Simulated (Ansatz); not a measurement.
# PbO: the cost of one run

Method: DFT PBE+D3(BJ), scalar-relativistic, plane waves, PAW, in Ansatz 0.2.0.

2 further runs of the same task are left out: 2 set aside as unsound or not needed.

## (1) Starting point

It takes space group P4/nmm (No. 129, tetragonal). The conventional cell has a = 4.034 Å, b = 4.034 Å, c = 4.995 Å, α = 90.00°, β = 90.00°, γ = 90.00°. Pb (site symmetry 4mm) is surrounded by 4 O at 2.34 Å. O (site symmetry -4m2) is surrounded by 4 Pb at 2.34 Å.

As a file:

```cif
data_structure
_symmetry_space_group_name_H-M 'P4/nmm:1'
_symmetry_Int_Tables_number 129
_cell_length_a 4.0339
_cell_length_b 4.0339
_cell_length_c 4.9950
_cell_angle_alpha 90.000
_cell_angle_beta 90.000
_cell_angle_gamma 90.000
_cell_volume 81.28
loop_
_atom_site_label
_atom_site_type_symbol
_atom_site_symmetry_multiplicity
_atom_site_Wyckoff_symbol
_atom_site_fract_x
_atom_site_fract_y
_atom_site_fract_z
_atom_site_occupancy
Pb1 Pb 2 c 0.00000 0.50000 0.23770 1
O1 O 2 a 0.00000 0.00000 0.00000 1
```

It is the result of an earlier relaxation at this level (volume 20.32 Å³/atom; gap on the mesh: 1.27 eV).

## (2) The gap over the whole zone

Input file input.yaml:

```yaml
crystal:
  lattice:
    - [4.0339495192, 0.0, 0.0]
    - [0.0, 4.0339495192, 0.0]
    - [0.0, 0.0, 4.9949910337]
  atoms:
    - { symbol: Pb, position: [0.0, 0.5, 0.2377044689] }
    - { symbol: Pb, position: [0.5, 0.0, 0.7622955311] }
    - { symbol: O, position: [0.0, 0.0, 0.0] }
    - { symbol: O, position: [0.5, 0.5, 0.0] }
basis:
  ecutwfc: 420
kpoints:
  mp_grid: { grid: [8, 8, 6] }
  band_path: { path: [VBM, CBM], npoints: 2 }
hamiltonian:
  xc: pbe
  dispersion: d3bj
scf:
  occupations: { method: gaussian, width: 0.02 }
output:
  forces: true
  stress: true
  eigenvalues: true
checkpoint:
  read: start.run
  write: ck
  compress: false
  write_wavefunctions: false
  write_every: 100000
```

Command:

```sh
$ ansatz run input.yaml --threads 1 --pin off --max-ram 2560MiB --backend cpu --events-out ev --progress --plain --runs-dir out
```

What time and memory should one allow on 1 thread of Intel Xeon Platinum 8275CL at 3.00GHz (Skylake/Cascade Lake), shared host?

About 12 s, with a peak of 0.43 GiB.
